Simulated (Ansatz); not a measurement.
Reactions of `C=C[Si](Cl)(Cl)Cl`.

Program: Ansatz. Geometries: PBE0-D4/def2-TZVP. ΔE: electronic, gas phase. CBS: MP2 limit from def2 TZ/QZ plus the TZ coupled-cluster correction, frozen cores. This one scheme is used for every species, atoms too. No spin–orbit coupling; open shells (•) take unrestricted orbitals. Spin–orbit coupling would lower the free atoms: a little for C, Cl, Si. Bonds to Se are less sure, by a few kJ/mol each and by 10 to 20 or more in all where they break to atoms, as the def2 sets lack core-valence functions. Scalar relativity is left out up to krypton. Each species was taken in one conformer, which may not be the lowest.

(1) Order these by ΔE at CCSD(T)/CBS, lowest first. (Estimate.)
A. `C=C[Si](Cl)(Cl)Cl` + `CCS[SiH2]Cl` → `Cl[SiH2]S[Si](Cl)(Cl)Cl` + `C=CCC`
B. `C=C[Si](Cl)(Cl)Cl` + H–F → `F[Si](Cl)(Cl)Cl` + ethylene
C. `C=C[Si](Cl)(Cl)Cl` + H₂Se → `Cl[Si](Cl)(Cl)[SeH]` + ethylene
D. `C=C[Si](Cl)(Cl)Cl` → `C=CCl` + `Cl[Si]Cl`
E. `C=C[Si](Cl)(Cl)Cl` + `OB(O)Cl` → `C=COB(O)Cl` + trichlorosilane
F. `C=C[Si](Cl)(Cl)Cl` + silanol → `[SiH3]O[Si](Cl)(Cl)Cl` + ethylene
G. `C=C[Si](Cl)(Cl)Cl` → 2 C• + 3 Cl• + 3 H• + Si•

Largest T1 diagnostic: 0.013, for `Cl[Si]Cl`.

Answers

(1) B (-1.26 eV), F (-1.17 eV), A (-0.65 eV), C (-0.47 eV), E (+0.86 eV), D (+3.24 eV), G (+35.76 eV).
